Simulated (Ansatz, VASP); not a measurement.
**Two plane-wave programs on SiO2 (Stishovite)**

The input INCAR:

```
PREC = Accurate ; ENCUT = 520
EDIFF = 1E-6 ; ISMEAR = 0
SIGMA = 0.01 ; LREAL = False
LASPH = True ; NELM = 80
ALGO = Normal ; ISIF = 2
LWAVE = False ; LCHARG = False
GGA = PE ; NBANDS = 25
```

File KPOINTS:

```
Automatic mesh
0
Gamma
  6 6 8
```

File POSCAR:

```
SiO2
1.0
    4.2777037693      0.0000000000      0.0000000000
    0.0000000000      4.2777037693      0.0000000000
    0.0000000000      0.0000000000      2.7171384546
Si O
2 4
Direct
    0.0000000000      0.0000000000      0.0000000000
    0.5000000000      0.5000000000      0.5000000000
    0.3069760528      0.3069760528      0.0000000000
    0.1930239472      0.8069760528      0.5000000000
    0.6930239472      0.6930239472      0.0000000000
    0.8069760528      0.1930239472      0.5000000000
```

Input for Ansatz:

```yaml
crystal:
  lattice:
    - [4.2777037693, 0.0, 0.0]
    - [0.0, 4.2777037693, 0.0]
    - [0.0, 0.0, 2.7171384546]
  atoms:
    - { symbol: Si, position: [0.0, 0.0, 0.0] }
    - { symbol: Si, position: [0.5, 0.5, 0.5] }
    - { symbol: O, position: [0.3069760528, 0.3069760528, 0.0] }
    - { symbol: O, position: [0.1930239472, 0.8069760528, 0.5] }
    - { symbol: O, position: [0.6930239472, 0.6930239472, 0.0] }
    - { symbol: O, position: [0.8069760528, 0.1930239472, 0.5] }
kpoints:
  mp_grid: { grid: [6, 6, 8] }
hamiltonian:
  xc: pbe
scf:
  occupations: { method: fixed }
  n_extra_bands: 5
output:
  forces: true
  stress: true
  eigenvalues: true
```

Alike in both runs: task single point; functional PBE; k mesh 6 × 6 × 8; no spin polarisation.

```csv
,VASP,Ansatz
version,VASP 6.6.1,Ansatz 0.2.0
potentials or method,"VASP PAW PBE potentials, release 64 (Si, O)","plane waves, PAW"
plane-wave cutoff (eV),520,420
occupations,"gaussian, width 0.01 eV",fixed
valence electrons in the cell,32,32
```

Ansatz gave:

```
gap on the k mesh at the Fermi level (eV)       : 4.54
pressure (GPa)                                  : -8.3
largest component of the traceless stress (GPa) : 1.41
rms of the force components (eV/Å)              : 0.093
```

Problem. Estimate VASP's values.

Solution. gap on the k mesh at the Fermi level (eV): 4.52; pressure (GPa): -8.1; largest component of the traceless stress (GPa): 1.01; rms of the force components (eV/Å): 0.085.

Atom by atom the forces differ by 0.008 eV/Å (rms over components).

A k mesh can miss the band edges.
